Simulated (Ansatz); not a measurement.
Li: electron density at the nuclei under pressure

```
Li
1.0
     3.11100    0.00000    0.00000
    -1.55550    2.69421    0.00000
     0.00000    0.00000    5.09300
Li
2
Cartesian
  0.0000 1.7961 1.2732
  1.5555 0.8981 3.8197
```

Atom numbers follow the list: Li1, Li2.

Structure: COD 9011003, as refined from experiment and not relaxed.

The calculation used DFT, PBE, all-electron PAW with datasets made for the crystal, scalar-relativistic (Ansatz 0.2.0).

Numerical set-up: a Γ-centred 15×15×8 k mesh, Fermi–Dirac smearing of 0.03 eV, cutoff 100 eV (chosen by the program for this cell), no spin polarisation.

The contact density is the mean electron density over the nuclear volume; its changes follow the s electrons' response to bonding and compression. Changes below are taken from the unscaled cell, where it is 94.7315 e/Å³ at Li1.

| V/V(cell) | P (GPa) | Δρ(0) Li1 (e/Å³) |
| --- | --- | --- |
| 0.9405 | 0.1 | ? |
| 1.0000 | -0.7 | 0.00 |
| 1.0600 | -1.3 | -0.03 |

**Question.** Give the missing entry: row "0.9405", column "Δρ(0) Li1 (e/Å³)".

**Answer.** 0.04.

The datasets are made afresh for each cell, so very small changes are uncertain.
